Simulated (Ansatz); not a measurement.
A: Tl (hcp, Mg type), a = b = 3.5200 Å, c = 5.6016 Å, α = β = 90.00°, γ = 120.00°
B: CdS (wurtzite), a = 4.164 Å, b = 4.164 Å, c = 6.767 Å, α = 90.00°, β = 90.00°, γ = 120.00°
C: InCuS2 (chalcopyrite), a = 5.5220 Å, b = 5.5220 Å, c = 11.1303 Å, α = 90.00°, β = 90.00°, γ = 90.00°

Scan: energy against volume (even scaling of the relaxed cell, symmetry kept). One method and one kind of scan serve all of them; meshes and ranges differ. All were relaxed with their symmetry unable to fall. InCuS2 is run without spin polarisation. Spin-orbit coupling is left out.

Question: Rank these by bulk modulus at fixed cell shape (fitted) (lowest first), as r2SCAN (plane waves to 500 eV, PAW, scalar-relativistic; Ansatz, an electronic-structure program) gives it.

Answer: A (31.9 GPa), B (60.3 GPa), C (73.5 GPa)

(Under strain, the slope of the energy per volume gives the stress and its curvature an elastic modulus.)
